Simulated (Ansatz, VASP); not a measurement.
Ge2Sb2Te5 in VASP and in Ansatz

```
Ge Sb Te
1.0
     4.26295    0.00000    0.00000
    -2.13147    3.69182    0.00000
     0.00000    0.00000   18.09760
Ge Sb Te
2 2 5
Cartesian
  0.0000 0.0000 5.9961
  0.0000 0.0000 12.1015
  0.0000 2.4612 2.0287
  2.1315 1.2306 16.0689
  0.0000 0.0000 0.0000
  0.0000 2.4612 14.3231
  2.1315 1.2306 3.7745
  0.0000 2.4612 7.4128
  2.1315 1.2306 10.6848
```

Alike in both runs: functional PBE; k mesh 9 × 9 × 2; occupations gaussian, width 0.01 eV; no spin polarisation.

Ansatz relaxed the structure, and its values are those at the end. VASP's run is a single point on that final structure, the one shown.

|  | VASP | Ansatz |
| --- | --- | --- |
| version | VASP 6.6.1 | Ansatz 0.2.0 |
| potentials or method | VASP PAW PBE potentials, release 64 (Ge_d, Sb, Te) | scalar-relativistic, plane waves, PAW |
| plane-wave cutoff (eV) | 520 | 420 |
| valence electrons in the cell | 68 | 138 |

VASP gave:

| Property | Result |
| --- | --- |
| gap on the k mesh at the Fermi level (eV) | 0.17 |
| least direct gap on the mesh (eV) | 0.25 |
| pressure (GPa) | 0.0 |
| rms of the force components (eV/Å) | 0.008 |

Task: Estimate Ansatz's values.

Result: gap on the k mesh at the Fermi level (eV): 0.18; least direct gap on the mesh (eV): 0.24; pressure (GPa): 0.0; rms of the force components (eV/Å): 0.001.

The two sets of potentials don't hold the same shells in valence.

Caveats: spin-orbit coupling is left out, which moves the levels of the heavy elements; an odd mesh through Γ misses points on the zone boundary, where band edges often lie; this functional lacks dispersion, which binds the layers, so the pressure and a relaxed spacing across them are unreliable.
